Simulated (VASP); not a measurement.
## VASP 6.6.1, PBE single-point calculation, CaO (strained rocksalt)

INCAR

```
NBANDS = 15
LELF = .TRUE.
ENCUT = 520
ISMEAR = -1
LREAL = .FALSE.
ISIF = 2
LWAVE = .FALSE.
EDIFF = 1E-7
NELM = 120
LASPH = .TRUE.
IBRION = -1
NSW = 0
SIGMA = 0.02
PREC = Accurate
GGA = PE
LCHARG = .TRUE.
```

KPOINTS

```
KPOINTS created by Atomic Simulation Environment
0
Gamma
10 10 10
0 0 0
```

KPOINTS_OPT

```
special points
7
Reciprocal
0.0000000000 0.0000000000 0.0000000000 1
0.5000000000 0.0000000000 0.5000000000 1
0.6250000000 0.2500000000 0.6250000000 1
0.3750000000 0.3750000000 0.7500000000 1
0.5000000000 0.5000000000 0.5000000000 1
0.5000000000 0.2500000000 0.7500000000 1
0.5000000000 0.5000000000 0.0000000000 1
```

POSCAR

```
Ca O
 1.0000000000000000
    -0.0193002784750000    2.3975501188249999    2.3975501188247987
     2.3975501188249999   -0.0193002784750000    2.3975501188247987
     2.3782498404000001    2.3782498404000001    0.0000000000495975
 Ca  O
   1   1
Cartesian
  0.0000000000000000  0.0000000000000000  0.0000000000000000
  2.3782498403750001  2.3782498403750001  2.3975501188495976
```

VASP ran with the recommended PBE PAW datasets (16 valence electrons in the cell).

Command

```
mpirun -np 1 vasp_std
```

From OUTCAR

```
k-points           NKPTS =    171   k-points in BZ     NKDIM =    171   number of bands    NBANDS=     15

   NELECT =      16.0000    total number of electrons

   dimension x,y,z NGX =    28 NGY =   28 NGZ =   28
   dimension x,y,z NGXF=    56 NGYF=   56 NGZF=   56

  energy-cutoff  :      520.00
  volume of cell :       27.56
      direct lattice vectors                 reciprocal lattice vectors
    -0.019300278  2.397550119  2.397550119    -0.206880823  0.206880823  0.208546214
     2.397550119 -0.019300278  2.397550119     0.206880823 -0.206880823  0.208546214
     2.378249840  2.378249840  0.000000000     0.210238635  0.210238635 -0.208546214

 k-points in reciprocal lattice and weights: KPOINTS created by Atomic Simulation Env
   0.00000000  0.00000000  0.00000000       0.001
   0.10000000  0.00000000 -0.00000000       0.004
   0.20000000  0.00000000 -0.00000000       0.004
   0.30000000  0.00000000 -0.00000000       0.004
   0.40000000  0.00000000 -0.00000000       0.004
   0.50000000  0.00000000 -0.00000000       0.002
   0.10000000  0.10000000 -0.00000000       0.002
   0.20000000  0.10000000 -0.00000000       0.004
   ...

 E-fermi :   2.9356

 k-point     1 :       0.0000    0.0000    0.0000
  band No.  band energies     occupation
      1     -35.2183      2.00000
      2     -15.9775      2.00000
      3     -15.9769      2.00000
      4     -15.9760      2.00000
      5     -13.1555      2.00000
      6       2.3645      2.00000
      7       2.3904      2.00000
      8       2.4185      2.00000
      9       7.1583      0.00000
     10       8.5525      0.00000
     11       8.6335      0.00000
     12       8.7143      0.00000
     13      10.1508      0.00000
     14      10.1514      0.00000
     15      17.5086      0.00000

 k-point     2 :       0.1000    0.0000   -0.0000
  band No.  band energies     occupation
      1     -35.2086      2.00000
      2     -16.1234      2.00000
      3     -15.9818      2.00000
      4     -15.9814      2.00000
      5     -13.0024      2.00000
      6       2.0123      2.00000
      7       2.2418      2.00000
      8       2.2813      2.00000
      9       7.6153      0.00000
     10       8.5522      0.00000
     11       8.7798      0.00000
     12       8.8831      0.00000
     13      10.3922      0.00000
     14      10.3932      0.00000
     15      17.8974      0.00000

 k-point     3 :       0.2000    0.0000   -0.0000
  band No.  band energies     occupation
      1     -35.1829      2.00000
      2     -16.4525      2.00000
      3     -15.9954      2.00000
      4     -15.9939      2.00000
      5     -12.6535      2.00000
      6       1.2412      2.00000
      7       1.9053      2.00000
      8       1.9520      2.00000
      9       8.5360      0.00000
     10       8.7191      0.00000
     11       9.2461      0.00000
     12       9.3489      0.00000
     13      11.0186      0.00000
     14      11.0213      0.00000
     15      18.4570      0.00000

 k-point     4 :       0.3000    0.0000   -0.0000
  band No.  band energies     occupation
      1     -35.1508      2.00000
      2     -16.7930      2.00000
      3     -16.0127      2.00000
      4     -16.0088      2.00000
      5     -12.2867      2.00000
      6       0.4695      2.00000
      7       1.5373      2.00000
      8       1.5912      2.00000
      9       8.8174      0.00000
     10       9.7991      0.00000
     11       9.9233      0.00000
     12       9.9867      0.00000
     13      11.8149      0.00000
     14      11.8199      0.00000
     15      17.9555      0.00000

 k-point     5 :       0.4000    0.0000   -0.0000
  band No.  band energies     occupation
      1     -35.1248      2.00000
      2     -17.0345      2.00000
      3     -16.0266      2.00000
      4     -16.0207      2.00000
      5     -12.0215      2.00000
      6      -0.0735      2.00000
      7       1.2687      2.00000
      8       1.3276      2.00000
      9       9.2199      0.00000
     10      10.4539      0.00000
     11      10.5677      0.00000
     12      10.6921      0.00000
     13      12.5366      0.00000
     14      12.5425      0.00000
     15      17.0101      0.00000

 k-point     6 :       0.5000    0.0000   -0.0000
  band No.  band energies     occupation
      1     -35.1148      2.00000
      2     -17.1208      2.00000
      3     -16.0318      2.00000
      4     -16.0252      2.00000
      5     -11.9254      2.00000
      6      -0.2676      2.00000
      7       1.1718      2.00000
      8       1.2324      2.00000
      9       9.4498      0.00000
     10      10.7047      0.00000
     11      10.8076      0.00000
     12      10.9545      0.00000
     13      12.8567      0.00000
     14      12.8626      0.00000
     15      16.6192      0.00000

 k-point     7 :       0.1000    0.1000   -0.0000
  band No.  band energies     occupation
      1     -35.2050      2.00000
      2     -16.1322      2.00000
      3     -16.0005      2.00000
      4     -15.9977      2.00000
      5     -12.9677      2.00000
      6       1.7923      2.00000
      7       2.2805      2.00000
      8       2.3384      2.00000
      9       7.6813      0.00000
     10       8.2854      0.00000
     11       8.9369      0.00000
     12       9.0863      0.00000
     13      10.2507      0.00000
     14      10.6958      0.00000
     15      18.0602      0.00000

 k-point     8 :       0.2000    0.1000   -0.0000
  band No.  band energies     occupation
      1     -35.1844      2.00000
      2     -16.3687      2.00000
      3     -16.0206      2.00000
      4     -16.0089      2.00000
      5     -12.7245      2.00000
      6       1.2337      2.00000
      7       2.0294      2.00000
      8       2.1548      2.00000
      9       8.0858      0.00000
     10       8.4110      0.00000
     11       9.3674      0.00000
     12       9.5602      0.00000
     13      10.5760      0.00000
     14      11.3413      0.00000
     15      18.6496      0.00000

 k-point     9 :       0.3000    0.1000    0.0000
  band No.  band energies     occupation
      1     -35.1545      2.00000
      2     -16.6788      2.00000
      3     -16.0413      2.00000
      4     -16.0218      2.00000
      5     -12.4114      2.00000
      6       0.6396      2.00000
      7       1.6188      2.00000
      8       1.8325      2.00000
      9       8.2183      0.00000
     10       9.4722      0.00000
     11       9.9056      0.00000
     12      10.1757      0.00000
     13      11.2533      0.00000
     14      12.0833      0.00000
     15      18.4099      0.00000

 k-point    10 :       0.4000    0.1000   -0.0000
  band No.  band energies     occupation
      1     -35.1266      2.00000
      2     -16.9322      2.00000
      3     -16.0519      2.00000
      4     -16.0448      2.00000
      5     -12.1487      2.00000
      6       0.1540      2.00000
      7       1.3008      2.00000
      8       1.5144      2.00000
      9       8.6570      0.00000
     10      10.1059      0.00000
     11      10.7076      0.00000
     12      10.7604      0.00000
     13      12.0706      0.00000
     14      12.7257      0.00000
     15      17.3005      0.00000

 k-point    11 :       0.5000    0.1000   -0.0000
  band No.  band energies     occupation
      1     -35.1115      2.00000
      2     -17.0593      2.00000
      3     -16.0690      2.00000
      4     -16.0485      2.00000
      5     -12.0094      2.00000
      6      -0.1028      2.00000
      7       1.1824      2.00000
      8       1.3069      2.00000
      9       9.2277      0.00000
     10      10.0934      0.00000
     11      10.8979      0.00000
     12      11.4348      0.00000
     13      12.7031      0.00000
     14      13.1068      0.00000
     15      16.5688      0.00000

 k-point    12 :      -0.4000    0.1000   -0.0000
  band No.  band energies     occupation
      1     -35.1152      2.00000
      2     -17.0322      2.00000
      3     -16.0843      2.00000
      4     -16.0324      2.00000
      5     -12.0279      2.00000
      6      -0.0586      2.00000
      7       1.2655      2.00000
      8       1.2772      2.00000
      9       9.3074      0.00000
     10      10.0092      0.00000
     11      10.6289      0.00000
     12      11.3133      0.00000
     13      12.8006      0.00000
     14      12.9117      0.00000
     15      16.7242      0.00000

 k-point    13 :      -0.3000    0.1000    0.0000
  band No.  band energies     occupation
      1     -35.1361      2.00000
      2     -16.8586      2.00000
      3     -16.0830      2.00000
      4     -16.0097      2.00000
      5     -12.2017      2.00000
      6       0.2855      2.00000
      7       1.4007      2.00000
      8       1.5501      2.00000
      9       8.8257      0.00000
     10       9.8863      0.00000
     11      10.0451      0.00000
     12      10.6224      0.00000
     13      12.1247      0.00000
     14      12.3784      0.00000
     15      17.6537      0.00000

 ...

  Total        0.5311651      0.5311651      0.5267305      0.2095142      0.0000000      0.0000000
  in kB       30.8770032     30.8770032     30.6192192     12.1792124      0.0000000      0.0000000
  external PRESSURE =      30.7910752 kB  Pullay stress =       0.0000000 kB

 POSITION                                       TOTAL-FORCE (eV/Angst)
 -----------------------------------------------------------------------------------
      0.00000      0.00000      0.00000         0.000000      0.000000      0.000000
      2.37825      2.37825      2.39755        -0.000000     -0.000000     -0.000000
 -----------------------------------------------------------------------------------
    total drift:                                0.000000      0.000000      0.000000

  FREE ENERGIE OF THE ION-ELECTRON SYSTEM (eV)
  ---------------------------------------------------
  free  energy   TOTEN  =       -12.7960012752 eV

  energy  without entropy=      -12.7960012752  energy(sigma->0) =      -12.79600128
```

```yaml
gap_between_bands_v_and_c: 3.60 eV
least_direct_gap: 3.97 eV
pressure: 3.1 GPa
```

Band v is the last that the valence electrons fill when counted band by band, and c is the next.

The run took about 83 s on one core of a shared host (Intel Xeon Platinum 8488C) and held 0.25 GiB at most.
